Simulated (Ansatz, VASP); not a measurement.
# Two plane-wave programs on Al

```
Al
1.0
    -1.59775    1.59775    1.59775
     1.59775   -1.59775    1.59775
     1.59775    1.59775   -1.59775
Al
1
Direct
  0.00000 0.00000 0.00000
```

Alike in both runs: functional PBE; k mesh 17 × 17 × 17; occupations fermi-dirac, width 0.05 eV; no spin polarisation.

Ansatz relaxed the structure, and its values are those at the end. VASP's run is a single point on that final structure, the one shown.

```csv
,VASP,Ansatz
version,VASP 6.6.1,Ansatz 0.2.0
potentials or method,"VASP PAW PBE potentials, release 64 (Al)","PAW with Ansatz's default frozen-core files, scalar-relativistic"
plane-wave cutoff (eV),520,420
valence electrons in the cell,3,3
```

|  | VASP | Ansatz | Ansatz less VASP |
| --- | --- | --- | --- |
| pressure (GPa) | 2.6 | 2.6 | +0.02 |
